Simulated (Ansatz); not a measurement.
# WSe2: stress in a strained cell

WSe2 is deformed so: equal xy, yz and zx engineering shear strains of +1 %. What stress and forces result, by LAPW and PAW?

Computed with Ansatz 0.2.0 (DFT PBEsol, scalar-relativistic, unless a step's input says otherwise).

3 further runs of the same task are left out: 3 that didn't finish.

## 1. The starting structure

It takes space group P6_3/mmc (No. 194, hexagonal). The conventional cell has a = 3.290 Å, b = 3.290 Å, c = 12.970 Å, α = 90.00°, β = 90.00°, γ = 120.00°. W (site symmetry -6m2) is surrounded by 6 Se at 2.53 Å. Se (site symmetry 3m) has 3 W at 2.53 Å as nearest neighbours.

Structure file:

```
CELL_PARAMETERS angstrom
3.29000 0.00000 0.00000
-1.64500 2.84922 0.00000
0.00000 0.00000 12.97000
ATOMIC_POSITIONS crystal
W 0.33333 0.66667 0.25000
W 0.66667 0.33333 0.75000
Se 0.33333 0.66667 0.62100
Se 0.66667 0.33333 0.12100
Se 0.33333 0.66667 0.87900
Se 0.66667 0.33333 0.37900
```

Atoms are numbered in the order of the input: W1, W2, Se3, Se4, Se5, Se6.

## 2. After the deformation

Space group P6_3/mmc before, P-1 after.

## 3. LAPW, all electrons

Contents of input.yaml:

```yaml
crystal:
  lattice:
    - [3.2899984505, 0.0164499922, 0.0164499922]
    - [-1.630753114, 2.8409972404, 0.0060211151]
    - [0.06485, 0.06485, 12.97]
  atoms:
    - { symbol: W, position: [0.3333333333, 0.6666666667, 0.25] }
    - { symbol: W, position: [0.6666666667, 0.3333333333, 0.75] }
    - { symbol: Se, position: [0.3333333333, 0.6666666667, 0.621] }
    - { symbol: Se, position: [0.6666666667, 0.3333333333, 0.121] }
    - { symbol: Se, position: [0.3333333333, 0.6666666667, 0.879] }
    - { symbol: Se, position: [0.6666666667, 0.3333333333, 0.379] }
kpoints:
  mp_grid: { grid: [11, 11, 3] }
  band_path:
    path:
      - [0.0, 0.0, 0.0]
      - [0.0, -0.5, 0.0]
      - [0.0, 0.0, 0.5]
      - [0.0, 0.0, 0.0]
      - [-0.5, 0.0, 0.0]
      - [-0.5, 0.5, -0.5]
      - [0.0, 0.0, 0.0]
      - [-0.5, 0.0, -0.5]
      - [-0.5, 0.5, 0.0]
    npoints: 5
scf:
  occupations: { method: fermi_dirac, width: 0.08 }
hamiltonian:
  xc: pbesol
  pseudopotentials: { kind: all_electron, lapw: { basis_error: 0.0005 } }
output:
  forces: true
  stress: true
  eigenvalues: true
```

Run with:

```sh
ansatz run input.yaml --threads 2 --pin off --max-ram 8192MiB --backend cpu --events-out ev --progress --plain --runs-dir out
```

Standard output, cut to the lines that bear on the results:

```text
LAPW: plane waves up to 9.481 Å⁻¹, error target 5.0e-4 eV per atom; small_component_spin mean_spin; Se in spheres of 1.201 Å, 24 of its electrons in bands, Dirac shells []; W in spheres of 1.318 Å, 44 of its electrons in bands, Dirac shells []
[...]
Pseudopotentials: kind: all_electron
Pseudopotential: W, LAPW, valence charge 44, Koelling and Harmon's equation, gaussian nucleus
Pseudopotential: Se, LAPW, valence charge 24, Koelling and Harmon's equation, gaussian nucleus
Functional definition: PBEsol
[...]
Crystal: 6 atoms, lattice volume = 121.571 Å³
Basis set: ecut = 342.4550925614611 eV, 1709 PW (Γ), exchange–correlation at level 2
Bands: 111, of which v1, the nominal top of the filled ones, is band 92 counted from 1 (91 counted from 0)
Symmetry: 2 space group operations
Space group: P-1 (ITA 2), of the structure as read, at distance tolerance 5.0e-5 Å
k-points: 182 of 363
[...]
SCF iter   1: F=—  HF=-1142475.343816 eV  |F-HF|=—  |Δ(HF+E_count)|=         —  Δρ=2.71e-2  dr2=1.65e0  ethr=8.98e-4  ⟨swp⟩=2.0  Hψ=123975  notcnv=0
[...]
the basis was enlarged: its passes take 847.5 KiB over the memory plan, 2 of 2 planned eigensolver slots
[...]
SCF iter  11: F=-1142474.763018 eV  HF=-1142474.763018 eV  |F-HF|=2.51e-8  |Δ(HF+E_count)|=   1.34e-7  Δρ=4.48e-6  dr2=4.12e-8  ethr=2.38e-10  ⟨swp⟩=3.0  Hψ=60124  notcnv=0
[...]
NSCF: frozen V_eff on 41 k-points
SCF converged after 11 iterations
Free energy (F): -1142474.763018 eV
[...]
E sigma→0 (E₀):  -1142474.762959 eV
Entropy (-TS):   -0.000117 eV (-0.020 meV/atom)
Fermi energy:    15.411810 eV
[...]
--- Forces (eV/Å), atoms counted from 1 ---
  atom   1  W     -0.06298784     0.00122980     0.00713274
  atom   2  W      0.06298784    -0.00122980    -0.00713274
  atom   3  Se     0.10245308     0.13505258     0.12288495
  atom   4  Se     0.16644167     0.13380705     0.11551925
  atom   5  Se    -0.16644167    -0.13380705    -0.11551925
  atom   6  Se    -0.10245308    -0.13505258    -0.12288495
[...]
--- Stress (GPa, compression-positive) ---
       -1.515507      -0.843423      -1.311800
       -0.843423      -1.505991      -1.311588
       -1.311800      -1.311588      -0.437640
  P = ⅓ Tr σ = -1.1530 GPa (-11.530 kbar)
--- Band table (eV; the first three rows and the last of 182) ---
[...]
```

Wall time 9.1 min (2 threads of Arm Neoverse V2, shared host); peak memory 4.2 GiB.

Result: pressure -1.15 GPa; gap 0.91 eV; largest force 0.243 eV/Å.

## 4. PAW on the default files

Edit input.yaml of step 3 so:

```diff
@@ -14,14 +14,2 @@
   mp_grid: { grid: [11, 11, 3] }
-  band_path:
-    path:
-      - [0.0, 0.0, 0.0]
-      - [0.0, -0.5, 0.0]
-      - [0.0, 0.0, 0.5]
-      - [0.0, 0.0, 0.0]
-      - [-0.5, 0.0, 0.0]
-      - [-0.5, 0.5, -0.5]
-      - [0.0, 0.0, 0.0]
-      - [-0.5, 0.0, -0.5]
-      - [-0.5, 0.5, 0.0]
-    npoints: 5
 scf:
@@ -30,3 +18,3 @@
   xc: pbesol
-  pseudopotentials: { kind: all_electron, lapw: { basis_error: 0.0005 } }
+  pseudopotentials: { kind: paw }
 output:
@@ -35 +23,2 @@
   eigenvalues: true
+  efg: { contact_densities: true }
```

Run with:

```sh
ansatz run input.yaml --threads 2 --pin off --max-ram 8192MiB --backend cpu --events-out ev --progress --plain --runs-dir out
```

Standard output:

```text
W: output.efg is read without spin–orbit coupling, which moves field gradients at and beside such atoms by some per cent and up to a factor of two; PAW files take it under magnetization.noncollinear and magnetization.spin_orbit
Engine: ansatz 0.2.0
Pseudopotentials: kind: paw
Pseudopotential: W, paw, valence charge 14, recommended cutoff 420 eV (normal)
Pseudopotential: Se, paw, valence charge 16, recommended cutoff 420 eV (normal)
[... 1 set-up line as earlier in the session ...]
  exchange = pbesol_x
  correlation = pbesol_c
Crystal: 6 atoms, lattice volume = 121.571 Å³
Basis set: ecut = 420 eV, 2417 PW (Γ), exchange–correlation on 48×48×180 points (8 copies of the dense FFT grid, shifted against one another)
Bands: 56, of which v1, the nominal top of the filled ones, is band 46 counted from 1 (45 counted from 0)
[... 2 set-up lines as earlier in the session ...]
k-points: 182 of 363
Non-local potential: W, projectors of the file, l = 0: 3, l = 1: 2, l = 2: 2, l = 3: 1
Non-local potential: Se, projectors of the file, l = 0: 2, l = 1: 2, l = 2: 3, l = 3: 1
PAW form: soft (Blöchl's): semilocal exchange-correlation on the pseudo side does not see the compensation charge
PAW frozen core: W, regenerated for the run's functional, and the local potential with it (the file was generated under x = pbe(κ = 0.804, μ = 0.2195149727645171), c = pbe(β = 0.06672455060314922))
PAW frozen core: Se, regenerated for the run's functional, and the local potential with it (the file was generated under x = pbe(κ = 0.804, μ = 0.2195149727645171), c = pbe(β = 0.06672455060314922))
PAW one-centre angular grid: W, 590 points (default); XC on 64 Gauss nodes
PAW one-centre angular grid: Se, 590 points (default); XC on 64 Gauss nodes
Initial density: superposition of atomic densities (neutral atoms: chi_scale 0, normalization atom), corrected by the library's trained network
Initial wavefunctions: pseudopotential atomic-orbital guess
Functional: x = pbesol(κ = 0.804, μ = 0.12345679012345678), c = pbesol(β = 0.046)
SCF iter   1: F=—  HF=-42213.504489 eV  |F-HF|=—  |Δ(HF+E_count)|=         —  Δρ=4.85e-3  dr2=1.57e-2  ethr=1.77e-3  ⟨swp⟩=5.9  Hψ=36149  notcnv=0
preconditioner: auto → Resta (q_TF=auto, 2.604 Å⁻¹)  ε∞=6.1  [insulator: Δε(μ)=0.909 eV  Ē_g=8.961 eV  σ=0.080 eV  W_gap=0.99  n_scr=40 (ndim 8)  ℏωp=20.2 eV  f_vac=0.043  D(μ)=0.00/eV (n_scr^D=0)  ε∞_Penn≈6.1]
SCF iter   2: F=—  HF=-42213.507710 eV  |F-HF|=—  |Δ(HF+E_count)|=   3.22e-3  Δρ=2.68e-3  dr2=3.15e-3  ethr=1.71e-5  ⟨swp⟩=3.0  Hψ=21040  notcnv=0
SCF iter   3: F=—  HF=-42213.509496 eV  |F-HF|=—  |Δ(HF+E_count)|=   1.79e-3  Δρ=1.35e-3  dr2=8.57e-4  ethr=3.42e-6  ⟨swp⟩=1.5  Hψ=10130  notcnv=0
SCF iter   4: F=—  HF=-42213.510191 eV  |F-HF|=—  |Δ(HF+E_count)|=   6.96e-4  Δρ=1.17e-4  dr2=4.22e-5  ethr=9.32e-7  ⟨swp⟩=2.0  Hψ=13219  notcnv=0
SCF iter   5: F=—  HF=-42213.510204 eV  |F-HF|=—  |Δ(HF+E_count)|=   1.24e-5  Δρ=6.01e-5  dr2=7.76e-6  ethr=4.59e-8  ⟨swp⟩=2.2  Hψ=17373  notcnv=0
SCF iter   6: F=—  HF=-42213.510209 eV  |F-HF|=—  |Δ(HF+E_count)|=   5.05e-6  Δρ=1.58e-5  dr2=3.52e-7  ethr=8.43e-9  ⟨swp⟩=3.0  Hψ=18045  notcnv=0
SCF iter   7: F=-42213.510209 eV  HF=-42213.510209 eV  |F-HF|=6.33e-9  |Δ(HF+E_count)|=   2.88e-7  Δρ=4.29e-6  dr2=3.80e-8  ethr=1.09e-10  ⟨swp⟩=8.8  Hψ=40171  notcnv=0
SCF 1 converged in 7 iterations: F = -42213.510209 eV  dr2 = 3.80e-8
SCF converged after 7 iterations
Free energy (F): -42213.510209 eV
Harris-Foulkes:  -42213.510209 eV  (|F-HF|=6.33e-9)
Internal energy: -42213.510091 eV  (E = F + TS)
E sigma→0 (E₀):  -42213.510150 eV
Entropy (-TS):   -0.000118 eV (-0.020 meV/atom)
Fermi energy:    13.228925 eV
--- Per-component energies (eV) ---
  E_band       = -1696.809435
  E_kinetic    = 1378.605073
  E_local      = -11442.778869  (includes V_loc(G=0)·N_el)
  E_nonlocal   = -2361.892633
  E_hartree    = 5493.454067
  E_xc         = -945.698759
  E_vxc        = -872.241966  (∫ρ·V_xc dr)
  E_paw        = -24344.729996  (= ΣΔE_a)
  E_vpaw       = 614.593622  (= ΣTr[D̂ρ^β])
  E_aug_tail   = -0.002501  (compensation charges beyond the density's cutoff)
  E_ewald      = -9994.943859
  E_core_change = 4.477386  (= ΣΔE_core)
  E_smearing   = -0.000118  (= −TS)
  E_closure    = -0.000000  (closes the sum)
  Σ components = -42213.510209   (vs F -42213.510209, Δ=0.00e0)
--- Forces (eV/Å), atoms counted from 1 ---
  atom   1  W     -0.06281097     0.00122817     0.00718215
  atom   2  W      0.06281097    -0.00122817    -0.00718215
  atom   3  Se     0.10250011     0.13501011     0.12700492
  atom   4  Se     0.16631335     0.13376724     0.11957218
  atom   5  Se    -0.16631335    -0.13376724    -0.11957218
  atom   6  Se    -0.10250011    -0.13501011    -0.12700492
  max |Σ_I F_I| component: 1.39e-17 eV/Å
--- Stress (GPa, compression-positive) ---
       -1.561138      -0.843493      -1.311683
       -0.843493      -1.551586      -1.311465
       -1.311683      -1.311465      -0.475153
  P = ⅓ Tr σ = -1.1960 GPa (-11.960 kbar)
--- PAW observables at the nuclei: V_zz in 10²¹ V/m², potentials from the cell's mean, atoms counted from 1 ---
  atom   1  W  V_zz =   -17.158615   η = 0.1689   by run symmetry: allowed
            electrostatic potential = -14807.087760 V   contact ρ = 8810842.341191 e/Å³
  atom   2  W  V_zz =   -17.158615   η = 0.1689   by run symmetry: allowed
            electrostatic potential = -14807.087760 V   contact ρ = 8810842.341191 e/Å³
  atom   3  Se V_zz =    -7.680761   η = 0.0748   by run symmetry: allowed
            electrostatic potential = -4715.485567 V   contact ρ = 262402.668668 e/Å³
  atom   4  Se V_zz =    -7.720146   η = 0.1411   by run symmetry: allowed
            electrostatic potential = -4715.486326 V   contact ρ = 262402.665812 e/Å³
  atom   5  Se V_zz =    -7.720146   η = 0.1411   by run symmetry: allowed
            electrostatic potential = -4715.486326 V   contact ρ = 262402.665812 e/Å³
  atom   6  Se V_zz =    -7.680761   η = 0.0748   by run symmetry: allowed
            electrostatic potential = -4715.485567 V   contact ρ = 262402.668668 e/Å³
--- Band table (eV; the first three rows and the last of 182) ---
  k-point 0: bands = ["-61.4078", "-61.4078", "-35.0571", "-35.0570", "-35.0566", "-35.0565", "-35.0560", "-35.0560", "-35.0558", "-35.0558", "-35.0284", "-35.0283", "-35.0281", "-35.0281", "-35.0273", "-35.0271", "-35.0270", "-35.0268", "-35.0166", "-35.0164", "-35.0145", "-35.0142", "-25.6930", "-25.6929", "-25.5646", "-25.5646", "-25.5489", "-25.5488", "-2.4769", "-2.2238", "-1.2954", "-0.8703", "5.6563", "6.7758", "9.1614", "10.0818", "10.0935", "10.1965", "10.2138", "11.2318", "11.2833", "11.2921", "11.3366", "11.6923", "11.7704", "12.8143", "15.3883", "15.4488", "15.4680", "15.5402", "15.5454", "15.6136", "15.7280", "15.8124", "17.2291", "17.9221"]
  k-point 1: bands = ["-61.4078", "-61.4078", "-35.0571", "-35.0570", "-35.0566", "-35.0565", "-35.0560", "-35.0560", "-35.0558", "-35.0558", "-35.0283", "-35.0283", "-35.0282", "-35.0281", "-35.0272", "-35.0271", "-35.0270", "-35.0269", "-35.0166", "-35.0164", "-35.0144", "-35.0143", "-25.6930", "-25.6929", "-25.5646", "-25.5646", "-25.5489", "-25.5489", "-2.4261", "-2.3031", "-1.1750", "-0.9662", "5.8757", "6.4095", "9.6955", "10.0873", "10.0896", "10.2007", "10.2094", "10.7393", "11.2531", "11.2797", "11.2969", "11.3243", "12.4012", "12.7254", "15.3847", "15.4230", "15.4836", "15.5244", "15.5922", "15.6718", "15.6915", "15.7722", "17.4239", "17.7708"]
  k-point 2: bands = ["-61.4069", "-61.4069", "-35.0568", "-35.0568", "-35.0565", "-35.0564", "-35.0560", "-35.0559", "-35.0555", "-35.0555", "-35.0285", "-35.0284", "-35.0282", "-35.0281", "-35.0274", "-35.0272", "-35.0271", "-35.0269", "-35.0165", "-35.0162", "-35.0143", "-35.0140", "-25.6890", "-25.6890", "-25.5787", "-25.5787", "-25.5582", "-25.5582", "-2.3514", "-2.0993", "-1.2259", "-0.8135", "5.8176", "6.9354", "9.0442", "9.7521", "9.7817", "10.2586", "10.2844", "10.7043", "11.0439", "11.1069", "11.2394", "11.7142", "11.9715", "12.6082", "15.1332", "15.2085", "15.2529", "15.3295", "15.4189", "15.6076", "15.6604", "15.7506", "17.9544", "18.5281"]
  k-point 181: bands = ["-61.3982", "-61.3982", "-35.0569", "-35.0569", "-35.0556", "-35.0555", "-35.0527", "-35.0526", "-35.0522", "-35.0521", "-35.0295", "-35.0294", "-35.0293", "-35.0292", "-35.0286", "-35.0285", "-35.0275", "-35.0273", "-35.0147", "-35.0146", "-35.0123", "-35.0122", "-25.7725", "-25.7725", "-25.6471", "-25.6471", "-25.6104", "-25.6104", "-0.5596", "-0.5019", "-0.2041", "-0.1428", "6.3859", "6.5326", "7.4240", "7.4619", "8.1175", "8.4387", "9.3788", "9.4877", "10.3480", "10.4347", "10.6560", "10.7691", "11.7564", "11.8626", "14.5603", "14.8156", "15.1679", "15.1793", "15.9093", "16.3421", "16.5314", "16.9597", "17.5999", "18.1521"]
```

Wall time 26 s (2 threads of Arm Neoverse V2, shared host); peak memory 1 GiB.

In short: pressure -1.20 GPa; gap on the k mesh 0.91 eV (an odd mesh misses the zone boundary); largest force 0.245 eV/Å; Vzz W1 -17.16 (η = 0.17), Se3 -7.68 (η = 0.07), Se4 -7.72 (η = 0.14) (10²¹ V/m²).

## 5. Stress and forces compared

Stress (GPa, compression positive):

| method | xx | yy | zz | yz | xz | xy |
| --- | --- | --- | --- | --- | --- | --- |
| LAPW | -1.52 | -1.51 | -0.44 | -1.31 | -1.31 | -0.84 |
| PAW | -1.56 | -1.55 | -0.48 | -1.31 | -1.31 | -0.84 |

Forces (eV/Å):

| atom | LAPW x | LAPW y | LAPW z | PAW x | PAW y | PAW z |
| --- | --- | --- | --- | --- | --- | --- |
| W1 | -0.063 | 0.001 | 0.007 | -0.063 | 0.001 | 0.007 |
| W2 | 0.063 | -0.001 | -0.007 | 0.063 | -0.001 | -0.007 |
| Se3 | 0.102 | 0.135 | 0.123 | 0.103 | 0.135 | 0.127 |
| Se4 | 0.166 | 0.134 | 0.116 | 0.166 | 0.134 | 0.120 |
| Se5 | -0.166 | -0.134 | -0.116 | -0.166 | -0.134 | -0.120 |
| Se6 | -0.102 | -0.135 | -0.123 | -0.103 | -0.135 | -0.127 |

| method | pressure (GPa) | gap on the k mesh (eV) | largest force (eV/Å) | Vzz W1 (10²¹ V/m²) | Vzz Se3 (10²¹ V/m²) | Vzz Se4 (10²¹ V/m²) | SCF cycles, all passes |
| --- | --- | --- | --- | --- | --- | --- | --- |
| LAPW | -1.15 | 0.91 | 0.243 | – | – | – | 11 |
| PAW | -1.20 | 0.91 | 0.245 | -17.16 | -7.68 | -7.72 | 7 |

## 6. Outcome

| quantity | value |
| --- | --- |
| pressure | LAPW -1.15, PAW -1.20 GPa |
| largest shear or deviatoric stress (LAPW) | 1.31 GPa |

**Reading.** The largest part of the stress beyond the pressure is 1.31 GPa in size; the atoms are carried along and not relaxed. No run of the undeformed cell stands beside it, so the pressure holds what the given cell had before the change. PAW: stress within 0.05 GPa of LAPW, forces within 4 meV/Å. Spin-orbit coupling is left out, though the cell holds W; in elements this heavy it can shift bands and gaps by tenths of an eV.
